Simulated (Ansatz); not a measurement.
Working through band-curvature effective masses by finite differences of SiO₂, space group I-42d

With Ansatz's Python interface.

Input file `sio2.xyz`:
```text
6
Lattice="-2.37405 2.37405 3.744 2.37405 -2.37405 3.744 2.37405 2.37405 -3.744" Properties=species:S:1:pos:R:3 pbc="T T T"
Si    0.00000000    0.00000000    0.00000000
Si    0.00000000    2.37405000    1.87200000
O     1.18702500    2.95987058    2.80800000
O     0.58582058    1.18702500    0.93600000
O    -1.18702500    1.78822942    2.80800000
O    -0.58582058    3.56107500    0.93600000
```

Interactive session:
```pycon
>>> import ansatz
>>> import numpy as np
>>> system = ansatz.Crystal.from_extxyz("sio2.xyz")
>>> len(system.resolved().sites)
6
>>> setup = system.calculation()
>>> setup = setup.functional("PBEsol", dispersion="d3bjatm").kpoints(mesh=(6, 6, 6), center="gamma")
>>> setup = setup.occupations("fixed")
>>> # step 1: where the edges lie on the mesh
>>> done = setup.band_table().run(threads=1, backend="cpu")
DeckWarning: basis.ecutwfc = 420 eV, auto-derived from the records' recommended cutoffs: set by Si (normal level)
>>> r = done.report
>>> [(site.symbol, site.position_frac.round(4).tolist()) for site in done.lattice.sites]
[(<Element.SI: 'Si'>, [0.0, 0.0, 0.0]), (<Element.SI: 'Si'>, [0.75, 0.25, 0.5]), (<Element.O: 'O'>, [0.9984, 0.625, 0.8734]), (<Element.O: 'O'>, [0.375, 0.2484, 0.3734]), (<Element.O: 'O'>, [0.7516, 0.125, 0.1266]), (<Element.O: 'O'>, [0.875, 0.0016, 0.6266])]
>>> r["n_kpoints"], r["n_symmetry_ops"], r["n_pw"]
(30, 8, 1637)
>>> done.unlabelled_reasons
['no_forces']
>>> levels = np.array(r["eigenvalues_ev"])
>>> filled = round(r["n_electrons"] / 2)
>>> edges = {"top filled band": (filled - 1, levels[:, filled - 1].argmax()), "lowest empty band": (filled, levels[:, filled].argmin())}
>>> gap = levels[:, filled].min() - levels[:, filled - 1].max()
>>> print(f"gap on the mesh {gap:.3f} eV")
gap on the mesh 5.975 eV
>>> if gap <= 0.05:
...     print("no gap: band-edge masses have no meaning here")
...     edges = {}
...
>>> reciprocal = 2 * np.pi * np.linalg.inv(done.lattice.cell_ang).T
>>> step = 0.01  # 1/A
>>> # m/m_e = (hbar^2/m_e) / (d2E/dk2), with hbar^2/m_e = 7.61996 eV A^2
>>> pairs = [(0, 1), (0, 2), (1, 2)]
>>> moves = [sign * axis for axis in np.eye(3) for sign in (-1, 1)]
>>> moves += [s1 * np.eye(3)[i] + s2 * np.eye(3)[j] for i, j in pairs for s1 in (1, -1) for s2 in (1, -1)]
>>> for name, (band, index) in edges.items():
...     together = int(np.sum(np.abs(levels[index] - levels[index, band]) < 2e-3))
...     print(name, "at k =", np.round(r["kpoints_frac"][index], 4), f"E = {levels[index, band]:.4f} eV, degeneracy {together}")
...     centre = np.array(r["kpoints_frac"][index]) @ reciprocal
...     points = [centre] + [centre + step * move for move in moves]
...     table = setup.band_structure(points, intervals=1, cartesian=True).run(threads=1, backend="cpu").band_structure().channels[0].eigenvalues_ev
...     if together > 1:
...         level = np.flatnonzero(np.abs(levels[index] - levels[index, band]) < 2e-3)
...         along = (table[1, level] + table[2, level] - 2 * table[0, level]) / step ** 2
...         print("  degenerate level, no single mass tensor; masses of its branches along x:", np.round(7.61996 / along, 3), "m_e")
...         continue
...     e = table[:, band]
...     hessian = np.diag((e[1:7:2] + e[2:7:2] - 2 * e[0]) / step ** 2)
...     for (i, j), (pp, pm, mp, mm) in zip(pairs, e[7:].reshape(3, 4)):
...         hessian[i, j] = hessian[j, i] = (pp - pm - mp + mm) / (4 * step ** 2)
...     curvatures, axes = np.linalg.eigh(hessian)
...     slope = (e[2:7:2] - e[1:7:2]) / (2 * step)
...     print("  slope (eV A):", np.round(slope, 3) + 0.0, "" if np.abs(slope).max() < 0.05 else "- no extremum here, so these are local curvatures and no band-edge masses")
...     for curvature, axis in zip(curvatures, axes.T):
...         print(f"  principal mass {7.61996 / curvature:8.3f} m_e along", np.round(axis, 2) + 0.0)
...
top filled band at k = [0. 0. 0.] E = 1.0870 eV, degeneracy 2
  degenerate level, no single mass tensor; masses of its branches along x: [-3.278 -4.823] m_e
lowest empty band at k = [0. 0. 0.] E = 7.0618 eV, degeneracy 1
  slope (eV A): [0. 0. 0.]
  principal mass    0.537 m_e along [0.34 0.94 0.  ]
  principal mass    0.537 m_e along [ 0.94 -0.34  0.  ]
  principal mass    0.503 m_e along [0. 0. 1.]
```

Semilocal gaps usually lie well under measured ones. The structure is a deposited one; some such entries were measured under pressure or heat, so a shift against it needn't be the functional's error alone. Levels are Kohn-Sham eigenvalues on this mesh. Warnings are shown shortened and without file and line. The masses are finite-difference curvatures at extrema found on a coarse mesh, which needn't be the true band edges; a step that is long against the gap makes them too heavy. Negative values are curvatures of valence bands (the hole mass is their size). Spin-orbit coupling is left out, and light masses scale with the Kohn-Sham gap. Finished in 26 s on 1 thread of Arm Neoverse V1, on a shared host, peak memory 0.39 GiB.
